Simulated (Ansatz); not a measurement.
Runs of Ansatz 0.2.0 on CoO. It takes space group R3m (No. 160, trigonal). Conventional cell: a = 3.204 Å, b = 3.204 Å, c = 7.699 Å, α = 90.00°, β = 90.00°, γ = 120.00°. Around Co (site symmetry 3m) lie 4 O at 1.91 to 1.96 Å. Around O (site symmetry 3m) lie 4 Co at 1.91 to 1.96 Å. Measurements of this composition are mostly on another form, of space group No. 225.

| task | level | potentials or basis | spin | cell | k mesh | cutoff (eV) | smearing | basis error allowed | gap on the mesh (eV) | pressure (GPa) | moment (μB) | relaxed volume (Å³/atom) | largest force (eV/Å) |
| --- | --- | --- | --- | --- | --- | --- | --- | --- | --- | --- | --- | --- | --- |
| relaxation of cell and atoms | PBEsol+D3(BJ) | all-electron LAPW, scalar-relativistic | collinear, ferromagnetic start | relaxed | 7 × 7 × 7 | - | fermi-dirac 0.05 eV | 0.001 eV/atom | - | 0.0 | (d) | (b) | - |
| band structure | LDA | all-electron LAPW, scalar-relativistic | collinear, ferromagnetic start | as given | 10 × 10 × 10 | 455 | fermi-dirac 0.05 eV | 0.001 eV/atom | - | -15.9 | 2.63 | - | 0.19 |
| band structure | LDA | all-electron LAPW, scalar-relativistic | collinear, ferromagnetic start | as given | 7 × 7 × 7 | 455 | fermi-dirac 0.05 eV | 0.001 eV/atom | - | (a) | 2.70 | - | 0.20 |
| single point | LDA | all-electron LAPW, scalar-relativistic | collinear, ferromagnetic start | as given | 10 × 10 × 10 | 455 | gaussian 0.1 eV | 0.001 eV/atom | none | -15.9 | (c) | - | 0.19 |
| relaxation of cell and atoms | PBEsol | all-electron LAPW, scalar-relativistic | collinear, ferromagnetic start | relaxed | 7 × 7 × 7 | - | fermi-dirac 0.05 eV | 0.001 eV/atom | - | 0.0 | 2.09 | 10.41 | - |
| band structure | PBEsol | all-electron LAPW, scalar-relativistic | collinear, ferromagnetic start | as given | 7 × 7 × 7 | 455 | fermi-dirac 0.05 eV | 0.001 eV/atom | - | -7.9 | 2.79 | - | 0.23 |
| single point | PBEsol | all-electron LAPW, scalar-relativistic | off | as given | 10 × 10 × 10 | 455 | fermi-dirac 0.05 eV | 0.001 eV/atom | none | -21.7 | - | - | 0.17 |
| band structure | PBEsol | all-electron LAPW, non-relativistic | collinear, ferromagnetic start | as given | 10 × 10 × 10 | 456 | fermi-dirac 0.05 eV | 0.001 eV/atom | - | -6.5 | 2.76 | - | 0.23 |
| relaxation of cell and atoms | PBEsol+D4 | all-electron LAPW, scalar-relativistic | collinear, ferromagnetic start | relaxed | 7 × 7 × 7 | - | fermi-dirac 0.05 eV | 0.001 eV/atom | - | 0.0 | 2.00 | 10.26 | - |
| band structure | PBEsol | all-electron PAW datasets made for the crystal | collinear, ferromagnetic start | as given | 10 × 10 × 10 | 480 | fermi-dirac 0.05 eV | - | - | -7.9 | 2.78 | - | 0.22 |
| single point | PBEsol | all-electron LAPW, scalar-relativistic | collinear, ferromagnetic start | as given | 10 × 10 × 10 | 455 | fermi-dirac 0.05 eV | 0.001 eV/atom | none | -7.9 | 2.78 | - | 0.22 |
| band structure | PBEsol | all-electron LAPW, inner shells corrected to Dirac's equation | collinear, ferromagnetic start | as given | 10 × 10 × 10 | 455 | fermi-dirac 0.05 eV | 0.001 eV/atom | - | -7.9 | 2.78 | - | 0.22 |

Task: Fill in the values left out.

Result: (a) -15.2; (b) 10.18; (c) 2.64; (d) 1.96.

Caveats: a cell with one magnetic atom can't hold antiferromagnetic order, which such compounds often take (some runs); semilocal functionals often make such compounds metallic where correlation or magnetic order opens a gap, which also shifts bond lengths (some runs); the k mesh is thin for a metal, which can move the energy by tens of meV per atom (some runs); so large a pressure means that the cell lies far from this level's equilibrium, or that cutoff or potentials fall short (some runs); an odd number of electrons without spin polarisation forces a metal (some runs); a magnetic or distorted state may lie lower (some runs).

A k mesh can miss the band edges.

A gap of «none» marks a metal or a gap under the smearing width.

Not every run made on this cell is shown here.
